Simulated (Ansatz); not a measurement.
BeSe in the zincblende structure, relaxed with r2SCAN, was run in the PAW code Ansatz under altered settings. All numbers are computed, without spin polarisation but where a row says otherwise.

```
Be Se
1.0
     0.00000    2.58104    2.58104
     2.58104    0.00000    2.58104
     2.58104    2.58104    0.00000
Be Se
1 1
Cartesian
  0.0000 0.0000 0.0000
  1.2905 1.2905 1.2905
```

The base run's other keys:
```yaml
kpoints:
  mp_grid: { grid: [4, 4, 4] }
hamiltonian:
  xc: hse06
scf:
  occupations: { method: fixed }
  n_extra_bands: 4
```

It takes 11 iterations with 645 plane waves at 420 eV and 8 k points, and leaves a mean stress of -0.24 GPa. The gap over this mesh is 3.499 eV. It ran on 4 threads of Arm Neoverse N1, with other jobs on the host.

Outcomes, with energy and stress as changes against the base:
```
                                 setting    outcome  ΔF (meV/atom)  Δ mean stress (GPa)  gap on the mesh (eV)  iterations  wall time
               scf.exx.ecutfock_ratio: 2  converged            0.0                  0.0                 3.499          11      5.6 s
PBE hybrid, exx coeff 0.1, omega 0.5 1/Å  converged              –                 +1.0                 2.802           9      5.8 s
               hamiltonian.xc: cam_b3lyp  converged              –                 +0.4                 6.454          16      7.5 s
PBE hybrid, exx coeff 0.5, omega 0.1 1/Å  converged              –                 -1.5                 5.037          16      6.7 s
                         scf.max_iter: 5  converged            0.0                  0.0                 3.499          13      6.8 s
```
A dash marks a value that wasn't obtained or can't be compared. Stress is positive in compression. The base took 5.8 s.

- PBE hybrid, exx coeff 0.1, omega 0.5 1/Å. That is 10 % exact exchange, screened with ω = 0.5 1/Å, against HSE06's 25 % screened at 0.208 1/Å. The mean stress moves by +1.0 GPa and the gap on the mesh by -0.697 eV (to 2.802). Totals of different functionals aren't comparable.
- hamiltonian.xc: cam_b3lyp. The mean stress moves by +0.4 GPa and the gap on the mesh by +2.955 eV (to 6.454). It's another functional on the same cell, so totals aren't comparable.
- PBE hybrid, exx coeff 0.5, omega 0.1 1/Å. That is 50 % exact exchange, screened with ω = 0.1 1/Å, against HSE06's 25 % screened at 0.208 1/Å. The mean stress moves by -1.5 GPa and the gap on the mesh by +1.538 eV (to 5.037). Totals of different functionals aren't comparable. The program warns that on this mesh the truncation of the exchange isn't bounded, so part of the change can be an error of the mesh.

Within 1 meV an atom, 0.1 GPa and 0.005 eV of the base stay: scf.exx.ecutfock_ratio: 2; scf.max_iter: 5.

The runs are scalar-relativistic, without spin-orbit coupling.

The stress of a hybrid is loosely converged in these runs.

The meshes of the hybrids are coarse, so their gaps aren't converged to the digits shown.
